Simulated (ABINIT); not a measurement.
# FePt (Tetraferroplatinum) (P4/mmm) in ABINIT: further runs

One crystal, FePt (Tetraferroplatinum), is run at these levels: PBE, PBEsol; tasks: single point.

Everything below comes from runs of ABINIT 10.8.3 (patched build). Logs are shortened: lines on timing, memory, paths and dates and some standing lists are left out, and cuts for length are marked. The log counts tension as positive stress, the text compression.

### Step 1. Starting point

The structure is tetragonal, space group P4/mmm (No. 123). The conventional cell has a = 2.724 Å, b = 2.724 Å, c = 3.720 Å, α = 90.00°, β = 90.00°, γ = 90.00°. Pt (site symmetry 4/mmm) is surrounded by 8 Fe at 2.68 Å and 4 Pt at 2.72 Å. Fe (site symmetry 4/mmm) has 8 Pt at 2.68 Å and 4 Fe at 2.72 Å as nearest neighbours.

### Step 2. Single point, PBE, collinear spin, ferromagnetic start

Contents of run.abi:

```
# Pseudopotentials
pp_dirpath "./"
pseudos "Pt.GGA_PBE-JTH.xml, Fe.GGA_PBE-JTH.xml"

# Structure
acell 5.1466691004 5.1466691004 7.0297811836
rprim
     1.0000000000     0.0000000000     0.0000000000
     0.0000000000     1.0000000000     0.0000000000
     0.0000000000     0.0000000000     1.0000000000
ntypat 2
znucl 78 26
natom 2
typat 1 2
xcart
     1.3617500000     1.3617500000     1.8600000000
     0.0000000000     0.0000000000     0.0000000000 Angstrom

# Plane-wave basis
ecut 26.0
pawecutdg 48.0

# k points
kptopt 1
ngkpt 8 8 6
nshiftk 1
shiftk 0.0 0.0 0.0

# Exchange and correlation
ixc 11

# Bands and occupations
nband 18
occopt 3
tsmear 0.05 eV

# Spin
nsppol 2
spinat
     0.0000000000     0.0000000000     0.0000000000
     0.0000000000     0.0000000000     3.0000000000

# SCF cycle
nstep 100
tolvrs 1.0e-9

# Output
iomode 3
prtwf 0
prtden 0
prteig 0
prtebands 0
enunit 1
```

Potentials or basis: JTH PAW PBE v2.0.

The run is started by

```sh
abinit run.abi > log 2>&1
```

run.abo:

```text
.Version 10.8.3 of ABINIT
 Symmetries : space group P4/m m m (#123); Bravais tP (primitive tetrag.)
================================================================================
 Values of the parameters that define the memory need of the present run
     intxc =       0    ionmov =       0      iscf =      17    lmnmax =      18
     lnmax =       6     mgfft =      36  mpssoang =       3    mqgrid =    3001
     natom =       2  nloc_mem =       2    nspden =       2   nspinor =       1
    nsppol =       2      nsym =      16    n1xccc =       1    ntypat =       2
    occopt =       3   xclevel =       2
       mpw =        1196          nfft =       20736          nkpt =          60
 PAW method is used; the additional fine FFT grid is defined by:
   mgfftf=        45    nfftf =     58320
================================================================================
================================================================================

--------------------------------------------------------------------------------
------------- Echo of variables that govern the present computation ------------
--------------------------------------------------------------------------------
 -outvars: echo values of preprocessed input variables --------
            acell      5.1466691004E+00  5.1466691004E+00  7.0297811836E+00 Bohr
              amu      1.95080000E+02  5.58470000E+01
             ecut      2.60000000E+01 Hartree
           enunit           1
                       outvar_i_n : Printing only first  50 k-points.
              ixc          11
                       outvar_i_n : Printing only first  50 k-points.
         kptrlatt        8    0    0      0    8    0      0    0    6
          kptrlen      4.11733528E+01
            natom           2
            nband          18
            ngfft          24      24      36
          ngfftdg          36      36      45
             nkpt          60
           nspden           2
           nsppol           2
            nstep         100
             nsym          16
           ntypat           2
                       prtocc : prtvol=0, do not print more k-points.
                       1.000000  1.000000  1.000000  1.000000  1.000000  1.000000
                       1.000000  1.000000  1.000000  1.000000  1.000000  1.000000
                       1.000000  0.000000  0.000000  0.000000  0.000000  0.000000
                       1.000000  1.000000  1.000000  1.000000  1.000000  1.000000
                       1.000000  1.000000  1.000000  1.000000  1.000000  1.000000
                       1.000000  0.000000  0.000000  0.000000  0.000000  0.000000
[... 142 lines left out ...]
                       1.000000  1.000000  1.000000  1.000000  1.000000  1.000000
                       1.000000  0.000000  0.000000  0.000000  0.000000  0.000000
                       prtocc : prtvol=0, do not print more k-points.
           occopt           3
        pawecutdg      4.80000000E+01 Hartree
         pawxcdev           0
           prtden           0
        prtebands           0
           prteig           0
            prtwf           0
          spgroup         123
           spinat      0.0000000000E+00  0.0000000000E+00  0.0000000000E+00
                       0.0000000000E+00  0.0000000000E+00  3.0000000000E+00
           tolvrs      1.00000000E-09
           tsmear      1.83746611E-03 Hartree
            typat      1  2
           useylm           1
                       outvars : Printing only first  50 k-points.
           xangst      1.3617499991E+00  1.3617499991E+00  1.8599999987E+00
                       0.0000000000E+00  0.0000000000E+00  0.0000000000E+00
            xcart      2.5733345502E+00  2.5733345502E+00  3.5148905918E+00
                       0.0000000000E+00  0.0000000000E+00  0.0000000000E+00
             xred      5.0000000000E-01  5.0000000000E-01  5.0000000000E-01
                       0.0000000000E+00  0.0000000000E+00  0.0000000000E+00
            znucl       78.00000   26.00000

================================================================================

 chkinp: Checking input parameters for consistency.

================================================================================
== DATASET  1 ==================================================================

--- !DatasetInfo
iteration_state: {dtset: 1, }
dimensions: {natom: 2, nkpt: 60, mband: 18, nsppol: 2, nspinor: 1, nspden: 2, mpw: 1196, }
cutoff_energies: {ecut:  26.0, pawecutdg:  48.0, }
electrons: {nelect:   2.60000000E+01, charge:   0.00000000E+00, occopt:   3.00000000E+00, tsmear:   1.83746611E-03, }
meta: {optdriver: 0, ionmov: 0, optcell: 0, iscf: 17, paral_kgb: 0, }
...
[... 90 lines left out ...]
- [  0.0000000,   5.1466691,   0.0000000, ]
- [  0.0000000,   0.0000000,   7.0297812, ]
lattice_lengths: [   5.14667,    5.14667,    7.02978, ]
lattice_angles: [ 90.000,  90.000,  90.000, ] # degrees, (23, 13, 12)
lattice_volume:   1.8620627E+02
convergence: {deltae: -1.506E-12, res2:  3.224E-10, residm:  1.289E-04, diffor: null, }
etotal    :  -1.51480989E+02
entropy   :   0.00000000E+00
fermie    :   3.28255915E-01
cartesian_stress_tensor: # hartree/bohr^3
- [ -1.19790443E-04,   0.00000000E+00,   0.00000000E+00, ]
- [  0.00000000E+00,  -1.19790443E-04,   0.00000000E+00, ]
- [  0.00000000E+00,   0.00000000E+00,  -1.42108164E-04, ]
pressure_GPa:   3.7432E+00
xred      :
- [  5.0000E-01,   5.0000E-01,   5.0000E-01, Pt]
- [  0.0000E+00,   0.0000E+00,   0.0000E+00, Fe]
cartesian_forces: # hartree/bohr
- [ -0.00000000E+00,  -0.00000000E+00,  -0.00000000E+00, ]
- [ -0.00000000E+00,  -0.00000000E+00,  -0.00000000E+00, ]
force_length_stats: {min:   0.00000000E+00, max:   0.00000000E+00, mean:   0.00000000E+00, }
...

 Integrated electronic and magnetization densities in atomic spheres:
 ------------------------------------------------------------------------------------------------------------
 Radius=ratsph(iatom), smearing ratsm=  0.0000. Diff(up-dn)=approximate z local magnetic moment.
    Atom    Radius    up_density   dn_density  Total(up+dn)  Diff(up-dn)
    1 Pt   2.51622     4.561314     4.156188      8.717501     0.405126
    2 Fe   2.11532     8.609411     5.645834     14.255244     2.963577
 ------------------------------------------------------------------------------------------------------------
  Sum:                13.170724     9.802021     22.972746     3.368703
 Total magnetization (from the atomic spheres):                3.368703
 Total magnetization (exact up - dn):                          3.352079

================================================================================

 ----iterations are completed or convergence reached----

 Mean square residual over all n,k,spin=   22.426E-08; max=  12.886E-05
 reduced coordinates (array xred) for    2 atoms
       0.500000000000      0.500000000000      0.500000000000
       0.000000000000      0.000000000000      0.000000000000
 rms dE/dt=  0.0000E+00; max dE/dt=  0.0000E+00; dE/dt below (all hartree)
    1       0.000000000000      0.000000000000      0.000000000000
    2       0.000000000000      0.000000000000      0.000000000000

 cartesian coordinates (angstrom) at end:
    1      1.36174999907133     1.36174999907133     1.85999999873607
    2      0.00000000000000     0.00000000000000     0.00000000000000

 cartesian forces (hartree/bohr) at end:
    1     -0.00000000000000    -0.00000000000000    -0.00000000000000
    2     -0.00000000000000    -0.00000000000000    -0.00000000000000
 frms,max,avg= 0.0000000E+00 0.0000000E+00   0.000E+00  0.000E+00  0.000E+00 h/b

 cartesian forces (eV/Angstrom) at end:
    1     -0.00000000000000    -0.00000000000000    -0.00000000000000
    2     -0.00000000000000    -0.00000000000000    -0.00000000000000
 frms,max,avg= 0.0000000E+00 0.0000000E+00   0.000E+00  0.000E+00  0.000E+00 e/A
 length scales=  5.146669100400  5.146669100400  7.029781183600 bohr
              =  2.723499998143  2.723499998143  3.719999997472 angstroms
 Fermi (or HOMO) energy (eV) =   8.93230   Average Vxc (eV)= -12.33878
 Eigenvalues (   eV  ) for nkpt=  60  k points, SPIN UP:
 kpt#   1, nband= 18, wtk=  0.00260, kpt=  0.0000  0.0000  0.0000 (reduced coord)
 -79.91132  -46.09046  -45.81926  -45.81926   -0.62613    2.63231    2.81561    5.53242
   5.53242    6.05448    6.85107    7.07198    8.47025    8.59079    8.59079   11.23000
  18.71855   20.69612
 prteigrs : prtvol=0 or 1, do not print more k-points.

 Eigenvalues (   eV  ) for nkpt=  60  k points, SPIN DOWN:
 kpt#   1, nband= 18, wtk=  0.00260, kpt=  0.0000  0.0000  0.0000 (reduced coord)
 -76.47046  -42.63553  -42.50697  -42.50697   -0.48198    3.22040    3.23403    6.64734
   6.64734    8.21388    8.24079    9.60810   10.72490   10.73178   10.73178   11.43422
  19.58534   21.00443
 prteigrs : prtvol=0 or 1, do not print more k-points.

--- !EnergyTerms
iteration_state     : {dtset: 1, }
comment             : Components of total free energy in Hartree
kinetic             :  2.00009087247957E+01
hartree             :  3.15708231018317E+01
xc                  : -6.28461488905397E+00
Ewald energy        : -1.10593367419413E+02
psp_core            :  8.79288405419107E+00
local_psp           : -8.63852528371195E+01
PAW spherical_terms : -8.58202380481055E+00
internal            : -1.51480643069579E+02
'-kT*entropy'       : -3.32368233417534E-04
total_energy        : -1.51480975437812E+02
total_energy_eV     : -4.12200733155626E+03
...

--- !EnergyTermsDC
iteration_state     : {dtset: 1, }
comment             : '"Double-counting" decomposition of free energy'
band_energy         : -1.17343540600642E+01
Ewald energy        : -1.10593367419413E+02
psp_core            :  8.79288405419107E+00
xc_dc               : -3.00817635401934E+01
PAW spherical_terms : -7.86405525863196E+00
internal            : -1.51480656224112E+02
'-kT*entropy'       : -3.32368233417534E-04
total_energy_dc     : -1.51480988592345E+02
total_energy_dc_eV  : -4.12200768950934E+03
...

--- !EnergyTermsWithPAWCore
iteration_state     : {dtset: 1, }
comment             : 'Components of total free energy, including PAW core contributions'
Total energy        : -1.96865417726270E+04
Total energy DC     : -1.96865417857816E+04
Total energy (eV)   : -5.35698092022594E+05
Total energy DC (eV): -5.35698092380547E+05
...

 Cartesian components of stress tensor (hartree/bohr^3)
  sigma(1 1)= -1.19790443E-04  sigma(3 2)=  0.00000000E+00
  sigma(2 2)= -1.19790443E-04  sigma(3 1)=  0.00000000E+00
  sigma(3 3)= -1.42108164E-04  sigma(2 1)=  0.00000000E+00

-Cartesian components of stress tensor (GPa)         [Pressure=  3.7432E+00 GPa]
- sigma(1 1)= -3.52435651E+00  sigma(3 2)=  0.00000000E+00
- sigma(2 2)= -3.52435651E+00  sigma(3 1)=  0.00000000E+00
- sigma(3 3)= -4.18096655E+00  sigma(2 1)=  0.00000000E+00

== END DATASET(S) ==============================================================
================================================================================

 -outvars: echo values of variables after computation  --------
            acell      5.1466691004E+00  5.1466691004E+00  7.0297811836E+00 Bohr
           etotal     -1.5148098859E+02
            fcart     -0.0000000000E+00 -0.0000000000E+00 -0.0000000000E+00
                      -0.0000000000E+00 -0.0000000000E+00 -0.0000000000E+00
           strten     -1.1979044288E-04 -1.1979044288E-04 -1.4210816450E-04
                       0.0000000000E+00  0.0000000000E+00  0.0000000000E+00
           xangst      1.3617499991E+00  1.3617499991E+00  1.8599999987E+00
                       0.0000000000E+00  0.0000000000E+00  0.0000000000E+00
             xred      5.0000000000E-01  5.0000000000E-01  5.0000000000E-01
                       0.0000000000E+00  0.0000000000E+00  0.0000000000E+00
 Calculation completed.
```

Wall time 2.5 min (1 thread of Arm Neoverse V1, shared host); peak memory 0.18 GiB.

What came out:

```
Free energy                                           : -4122.0077 eV
Pressure                                              : 3.7 GPa
Band gap on the k mesh                                : none (metal or under the smearing width)
Net moment                                            : 3.35 μB per cell
Site moments                                          : Pt +0.41; Fe +2.96 μB
Valence electrons inside the program's atomic spheres : Pt 8.72; Fe 14.26
```

Stress tensor (GPa, compression positive):
```
3.52 0.00 0.00
0.00 3.52 0.00
0.00 0.00 4.18
```

Levels at points of the mesh, in eV from the Fermi level:
Spin up:
| k point | band 13 | band 14 | band 15 | band 16 | band 17 | band 18 |
| --- | --- | --- | --- | --- | --- | --- |
| (0.00, 0.00, 0.00) | -0.46 | -0.34 | -0.34 | 2.30 | 9.79 | 11.76 |
| (0.50, 0.00, 0.00) | -2.11 | -1.57 | 0.19 | 2.06 | 10.64 | 10.64 |
| (0.50, 0.50, 0.00) | -0.42 | 0.60 | 1.62 | 1.62 | 7.65 | 10.02 |
| (0.00, 0.00, 0.50) | -2.11 | -2.11 | -1.81 | -0.78 | 16.04 | 16.04 |
| (0.50, 0.00, 0.50) | -0.59 | -0.47 | -0.46 | -0.36 | 4.76 | 6.81 |
| (0.50, 0.50, 0.50) | -1.02 | 0.60 | 6.96 | 6.96 | 7.81 | 8.43 |
Spin down:
```
           k point  band 8  band 9  band 10  band 11  band 12  band 13  band 14  band 15  band 16  band 17
(0.00, 0.00, 0.00)   -2.28   -2.28    -0.72    -0.69     0.68     1.79     1.80     1.80     2.50    10.65
(0.50, 0.00, 0.00)   -3.44   -2.39    -1.30    -1.07    -0.81     0.63     0.83     2.42     2.67    11.43
(0.50, 0.50, 0.00)   -4.70    1.02     1.33     1.75     1.77     1.77     1.83     1.87     1.87     8.50
(0.00, 0.00, 0.50)   -2.47   -1.84    -1.84    -1.33    -0.51     0.28     0.57     0.57     1.55    16.48
(0.50, 0.00, 0.50)   -2.72   -2.17    -0.48    -0.36    -0.35     1.00     1.61     1.68     1.75     5.78
(0.50, 0.50, 0.50)   -1.87   -1.42    -1.27    -1.27     0.89     1.02     1.83     7.72     7.72     8.60
```

[end of part 1 of 2]
